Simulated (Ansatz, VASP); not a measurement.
# Two plane-wave programs on AgCl

INCAR

```
SYSTEM = AgCl
ALGO = Fast ; EDIFF = 1E-7
ENCUT = 520 ; GGA = PE
ISIF = 2 ; ISMEAR = 0
LASPH = .TRUE. ; LCHARG = .FALSE.
LREAL = .FALSE. ; LWAVE = .FALSE.
NBANDS = 16 ; NELM = 80
PREC = Accurate ; SIGMA = 0.05
```

Contents of KPOINTS:

```
k-points
0
G
  10 10 10
  0 0 0
```

The input POSCAR:

```
AgCl
1.0
    3.4593844002      0.0000000000      0.0000000000
    0.0000000000      3.4593844002      0.0000000000
    0.0000000000      0.0000000000      3.4593844002
Ag Cl
1 1
Direct
    0.0000000000      0.0000000000      0.0000000000
    0.5000000000      0.5000000000      0.5000000000
```

Input for Ansatz:

```yaml
crystal:
  lattice:
    - [3.4593844002, 0.0, 0.0]
    - [0.0, 3.4593844002, 0.0]
    - [0.0, 0.0, 3.4593844002]
  atoms:
    - { symbol: Ag, position: [0.0, 0.0, 0.0] }
    - { symbol: Cl, position: [0.5, 0.5, 0.5] }
basis:
  ecutwfc: 420
kpoints:
  mp_grid: { grid: [10, 10, 10] }
hamiltonian:
  xc: pbe
scf:
  occupations: { method: gaussian, width: 0.05 }
output:
  forces: true
  stress: true
  eigenvalues: true
  populations: true
```

Alike in both runs: task single point; functional PBE; k mesh 10 × 10 × 10; occupations gaussian, width 0.05 eV; no spin polarisation.

|  | VASP | Ansatz |
| --- | --- | --- |
| version | VASP 6.6.1 | Ansatz 0.2.0 |
| potentials or method | VASP PAW PBE potentials, release 64 (Ag, Cl) | scalar-relativistic, plane waves, PAW |
| plane-wave cutoff (eV) | 520 | 420 |
| valence electrons in the cell | 18 | 26 |

VASP gave:

| Quantity | Value |
| --- | --- |
| gap on the k mesh at the Fermi level (eV) | 0.57 |
| least direct gap on the mesh (eV) | 2.00 |
| pressure (GPa) | -1.2 |

What did Ansatz give for the same quantities?

gap on the k mesh at the Fermi level (eV): 0.57; least direct gap on the mesh (eV): 2.00; pressure (GPa): -1.1.

The two sets of potentials don't hold the same shells in valence.

A k mesh can miss the band edges.
